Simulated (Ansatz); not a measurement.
Level of theory: DFT PBE, scalar-relativistic, plane waves, PAW (Ansatz 0.2.0). Settings: cutoff 420 eV, Γ-centred meshes spaced at most about 0.3 Å⁻¹, and about 0.25 Å⁻¹ or finer for metals (2π included), Gaussian smearing. No spin polarisation.

All energies are static (0 K, no zero-point motion).

Two forms of Cd5O2 were relaxed alike.

A.

```
CELL_PARAMETERS angstrom
-1.66322 1.66322 11.47501
1.66322 -1.66322 11.47501
1.66322 1.66322 -11.47501
ATOMIC_POSITIONS crystal
Cd 0.80320 0.80320 0.00000
Cd 0.41216 0.41216 0.00000
Cd 0.19679 0.19679 0.00000
Cd 0.58784 0.58784 0.00000
Cd 0.00000 0.00000 0.00000
O 0.30284 0.30284 0.00000
O 0.69716 0.69716 0.00000
```

B.

```
CELL_PARAMETERS angstrom
1.89818 1.09592 11.61605
-1.89818 1.09592 11.61605
0.00000 -2.19183 11.61605
ATOMIC_POSITIONS crystal
Cd 0.60624 0.60624 0.60624
Cd 0.13073 0.13073 0.13073
Cd 0.39376 0.39376 0.39376
Cd 0.86927 0.86927 0.86927
Cd 0.00000 0.00000 0.00000
O 0.20071 0.20071 0.20071
O 0.79929 0.79929 0.79929
```

Question: Which would you expect to be lower, and how large is the difference?

Answer: A is lower, by 68 meV/atom. A has space group I4/mmm (No. 139), 18.1 Å³/atom and no gap on its mesh; B has space group R-3m (No. 166), 20.7 Å³/atom and no gap. Counting Cd atoms around O (those within 1.25 times the shortest such distance or 1.15 times the sum of covalent radii, 1.27 where that leaves under three; a plus sign parts nearer from farther groups), A has O 6 and B has O 3+1. The denser one is the lower, and pressure would at first widen the difference. Both come from invented guesses. The lowest form computed isn't among them: it has space group P-3m1 (No. 164), 17.8 Å³/atom and lies 40 meV/atom below the best shown.

Cells relaxed within their symmetry can be saddle points. Some structure types and database cells were kept out of the candidates from the start, so a known form may be missing.
